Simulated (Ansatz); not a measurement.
Here is an Ansatz 0.2.0 calculation.

Contents of input.yaml:

```yaml
crystal:
  lattice:
    - [3.14, 0.0, 0.0]
    - [-1.57, 2.7193197679, 0.0]
    - [0.0, 0.0, 3.48]
  atoms:
    - { symbol: Hf, position: [0.0, 0.0, 0.0] }
    - { symbol: B, position: [0.6666666667, 0.3333333333, 0.5] }
    - { symbol: B, position: [0.3333333333, 0.6666666667, 0.5] }
hamiltonian:
  xc: pbesol
  pseudopotentials: { kind: paw }
  dispersion: d4
kpoints:
  mp_grid: { grid: [10, 10, 8] }
scf:
  occupations: { method: fermi_dirac, width: 0.1 }
output:
  forces: true
  stress: true
  eigenvalues: true
```

Potentials or basis: Ansatz PAW.

Command:

```sh
$ ansatz run input.yaml --threads 2 --pin off --max-ram 5632MiB --backend cpu --events-out ev --progress --plain --runs-dir out
```

Predict the pressure.

-7.6 GPa.

What does it give for the band gap on the k mesh?

None (metal or under the smearing width).

Stress tensor (GPa, compression positive):
```
-6.86  0.00  0.00
 0.00 -6.86  0.00
 0.00  0.00 -8.99
```

Caveat: pairwise dispersion overbinds metals, which lowers pressure and volume; the PAW data sets come from PBE, with cores solved anew for the run's functional, which leaves a small shift of forces and pressure. Spin-orbit coupling is left out, which matters for the levels of Hf.
